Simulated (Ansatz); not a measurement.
WS2 (Tungstenite):

```
CELL_PARAMETERS angstrom
3.18000 0.00000 0.00000
-1.59000 2.75396 0.00000
0.00000 0.00000 12.50000
ATOMIC_POSITIONS crystal
W 0.66667 0.33333 0.75000
W 0.33333 0.66667 0.25000
S 0.66667 0.33333 0.37500
S 0.33333 0.66667 0.87500
S 0.66667 0.33333 0.12500
S 0.33333 0.66667 0.62500
```

```yaml
Program: Ansatz 0.2.0
Task: relaxation of cell and atoms
Functional: PBE
Dispersion: D3(BJ)-ATM
Potentials_or_basis: Ansatz PAW
Cutoff: "420 eV (not typed: the program's choice for these potentials)"
k_mesh: 10 × 10 × 3
Occupations: fermi-dirac, width 0.05 eV
Spin: no spin polarisation
```

At the start: volume 18.24 Å³/atom.

Q: How do energy, volume and symmetry change on relaxing?

A: It ends after 5 steps and the volume is 17.64 Å³/atom (-3.3 %); space group P6_3/mmc (No. 194, to 0.05 Å).

Step by step:
```tsv
step	energy change (eV)	largest force (eV/Å)	volume (Å³)
1	0.0000	0.1350	109.47
2	-0.0187	0.0093	106.56
3	-0.0195	0.0125	105.76
4	-0.0195	0.0002	105.83
5	-0.0189	0.0001	105.83
```

Final structure:
```
W S
1.0
     3.15865    0.00000    0.00000
    -1.57933    2.73547    0.00000
     0.00000    0.00000   12.24872
W S
2 4
Direct
  0.66667 0.33333 0.75000
  0.33333 0.66667 0.25000
  0.66667 0.33333 0.37853
  0.33333 0.66667 0.87853
  0.66667 0.33333 0.12147
  0.33333 0.66667 0.62147
```

Caveat: the plane-wave basis is chosen anew once the cell has moved, so the energies of steps on either side of that aren't comparable.
